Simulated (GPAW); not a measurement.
A run of GPAW 26.7.0:

run.py

```python
from ase.dft.bandgap import bandgap
from ase.io import write
from ase.spacegroup import crystal
from gpaw import GPAW

# Ga 4a
# P 4c
atoms = crystal(['Ga', 'P'],
                basis=[[0.0, 0.0, 0.0],
                       [0.25, 0.25, 0.25]],
                spacegroup=216, setting=1,  # F-43m
                cellpar=[5.4505, 5.4505, 5.4505, 90.0, 90.0, 90.0],
                primitive_cell=True)

calc = GPAW(mode='lcao',
            h=0.2,
            basis='dzp',
            xc='PBE',
            kpts={'size': (8, 8, 8), 'gamma': True},
            occupations={'name': 'fermi-dirac', 'width': 0.05},
            convergence={'density': 1e-05, 'energy': 1e-05},
            maxiter=150,
            txt='gpaw.txt')
atoms.calc = calc
energy = atoms.get_potential_energy()
forces = atoms.get_forces()
calc.write('gs.gpw')
write('result.traj', atoms)
print(f'Energy: {energy:.6f} eV')
print('Forces (eV/A):')
print(forces.round(4))
print('Fermi level:', round(calc.get_fermi_level(), 4), 'eV')
print(f'Gap: {bandgap(calc)[0]:.4f} eV, direct: {bandgap(calc, direct=True)[0]:.4f} eV')

path = atoms.cell.bandpath('GXWKGLUWLK,UX', npoints=80, eps=1e-4)
bs_calc = calc.fixed_density(kpts=path, symmetry='off', txt='bands.txt')
bs = bs_calc.band_structure()
bs.write('bs.json')
print(f'Gap on the path: {bandgap(bs_calc)[0]:.4f} eV')
```

Potentials or basis: GPAW PAW data sets (gpaw-data 1.2.1), lcao:dzp.

The run is started by

```console
$ OMP_NUM_THREADS=1 python run.py
```

Hardware: 1 thread of AMD EPYC 7R43 64-Core Processor (Zen 3), on a shared host.

Problem. How long does it take, and how much memory?

Solution. Wall time 77 s on 1 thread of AMD EPYC 7R43 64-Core Processor (Zen 3), on a shared host, peak memory 0.17 GiB. Counts: scf iterations 10, bands 8, k points 29.
